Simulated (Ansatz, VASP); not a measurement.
One calculation of CdTe, two programs

INCAR

```
SYSTEM = CdTe
PREC = Accurate
ENCUT = 520
EDIFF = 1E-6
ISMEAR = 0
SIGMA = 0.05
LREAL = .False.
LASPH = .True.
NELM = 100
ALGO = Normal
ISIF = 2
LWAVE = .False.
LCHARG = .True.
GGA = PE
LELF = .True.
LVHAR = .True.
NBANDS = 16
```

Contents of KPOINTS:

```
Automatic mesh
0
Gamma
  8 8 8
  0 0 0
```

Contents of POSCAR:

```
CdTe
1.0
    0.0000000000      2.9366143483      3.8175986528
    2.9366143483      0.0000000000      3.8175986528
    2.9366143483      2.9366143483      0.0000000000
Cd Te
1 1
Direct
    0.0000000000      0.0000000000      0.0000000000
    0.7500000000      0.7500000000      0.7500000000
```

Input for Ansatz:

```yaml
crystal:
  lattice:
    - [0.0, 2.9366143483, 3.8175986528]
    - [2.9366143483, 0.0, 3.8175986528]
    - [2.9366143483, 2.9366143483, 0.0]
  atoms:
    - { symbol: Cd, position: [0.0, 0.0, 0.0] }
    - { symbol: Te, position: [0.75, 0.75, 0.75] }
basis:
  ecutwfc: 420
kpoints:
  mp_grid: { grid: [8, 8, 8] }
hamiltonian:
  xc: pbe
scf:
  occupations: { method: gaussian, width: 0.05 }
output:
  forces: true
  stress: true
  eigenvalues: true
```

Alike in both runs: task single point; functional PBE; k mesh 8 × 8 × 8; occupations gaussian, width 0.05 eV; no spin polarisation.

|  | VASP | Ansatz |
| --- | --- | --- |
| version | VASP 6.6.1 | Ansatz 0.2.0 |
| potentials or method | VASP PAW PBE potentials, release 64 (Cd, Te) | scalar-relativistic, plane waves, PAW |
| plane-wave cutoff (eV) | 520 | 420 |
| valence electrons in the cell | 18 | 36 |

VASP gave:

| Property | Result |
| --- | --- |
| gap on the k mesh at the Fermi level (eV) | 0.06 |
| least direct gap on the mesh (eV) | 0.06 |
| pressure (GPa) | 3.3 |
| largest component of the traceless stress (GPa) | 4.27 |

Estimate Ansatz's values.

gap on the k mesh at the Fermi level (eV): 0.06; least direct gap on the mesh (eV): 0.06; pressure (GPa): 3.1; largest component of the traceless stress (GPa): 4.29.

The two sets of potentials don't hold the same shells in valence.

Caveats: spin-orbit coupling is left out, which moves the levels of the heavy elements.
